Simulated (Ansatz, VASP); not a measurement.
Zr in VASP and in Ansatz

File INCAR:

```
SYSTEM = Zr
PREC = Accurate ; ENCUT = 520
EDIFF = 1E-7 ; ISMEAR = -1
SIGMA = 0.08 ; LREAL = .False.
LASPH = .True. ; NELM = 80
ALGO = Normal ; ISIF = 2
LWAVE = .False. ; LCHARG = .False.
GGA = PE ; NBANDS = 19
```

Contents of KPOINTS:

```
Automatic mesh
0
Gamma
  11 11 11
  0 0 0
```

POSCAR

```
Zr
1.0
    0.0000000000      2.8666312462      2.8666312462
    2.8666312462      0.0000000000      2.8666312462
    2.8666312462      2.8666312462      0.0000000000
Zr
2
Direct
   -0.1250000000     -0.1250000000     -0.1250000000
    0.1250000000      0.1250000000      0.1250000000
```

Input for Ansatz:

```yaml
crystal:
  lattice:
    - [0.0, 2.8666312462, 2.8666312462]
    - [2.8666312462, 0.0, 2.8666312462]
    - [2.8666312462, 2.8666312462, 0.0]
  atoms:
    - { symbol: Zr, position: [-0.125, -0.125, -0.125] }
    - { symbol: Zr, position: [0.125, 0.125, 0.125] }
kpoints:
  mp_grid: { grid: [11, 11, 11] }
scf:
  occupations: { method: fermi_dirac, width: 0.08 }
hamiltonian:
  xc: pbe
  pseudopotentials: { kind: all_electron, lapw: { basis_error: 0.001 } }
output:
  forces: true
  stress: true
  eigenvalues: true
  populations: true
```

Change from the starting cell: volume scaled by 0.76, LAPW.

Alike in both runs: task single point; functional PBE; k mesh 11 × 11 × 11; occupations fermi-dirac, width 0.08 eV; no spin polarisation.

|  | VASP | Ansatz |
| --- | --- | --- |
| version | VASP 6.6.1 | Ansatz 0.2.0 |
| potentials or method | VASP PAW PBE potentials, release 64 (Zr_sv) | all-electron LAPW, scalar-relativistic |
| plane-wave cutoff (eV) | 520 | see its input |

VASP gave:

- pressure (GPa): 15.3

Estimate Ansatz's values.

pressure (GPa): 14.9.

Ansatz ran all-electron here, so the differences hold the error of VASP's frozen core and of both bases.

Caveats: so large a pressure means that the cell lies far from this level's equilibrium, or that cutoff or potentials fall short (VASP).
